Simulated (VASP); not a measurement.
Input of a VASP 6.6.1 run:

Contents of INCAR:

```
SYSTEM = GaSb
  ALGO = Normal
  EDIFF = 1E-7
  ENCUT = 520
  GGA = PE
  ISIF = 2
  ISMEAR = 0
  LASPH = .True.
  LCHARG = .False.
  LREAL = .False.
  LWAVE = .False.
  NELM = 100
  PREC = Accurate
  SIGMA = 0.05
```

Contents of KPOINTS:

```
k-points
0
Gamma
  8 8 8
  0 0 0
```

POSCAR

```
GaSb
1.0
    0.0000000000      3.0590000000      3.0590000000
    3.0590000000      0.0000000000      3.0590000000
    3.0590000000      3.0590000000      0.0000000000
Sb Ga
1 1
Direct
    0.7500000000      0.7500000000      0.7500000000
    0.0000000000      0.0000000000      0.0000000000
```

Potentials or basis: VASP PAW PBE potentials, release 64 (Sb, Ga_d).

The run is started by

```bash
$ cat potpaw_PBE.64/Sb/POTCAR potpaw_PBE.64/Ga_d/POTCAR > POTCAR
$ mpirun -np 1 vasp_std > vasp.out
```

Problem. Estimate the pressure.

Solution. 2.4 GPa.

Problem. Estimate the band gap on the k mesh.

Solution. 0.04 eV, direct.

Caveat: spin-orbit coupling is left out, which moves the levels of the heavy elements.

**What was measured.**

From a printed reference work, data compilation, for a bulk crystal of GaSb at 4.2 K: band gap 0.811 eV (direct).

Against the measured gap of GaSb, 0.811 eV (direct; 4.2 K; a printed reference work, data compilation), the calculated 0.04 eV is off by -0.77 eV. Spin-orbit coupling on Ga, Sb is left out. The value is that of PBE on a finite k mesh, which can miss the band edges, without temperature or zero-point motion. Semilocal functionals fall short of measured gaps as a rule.
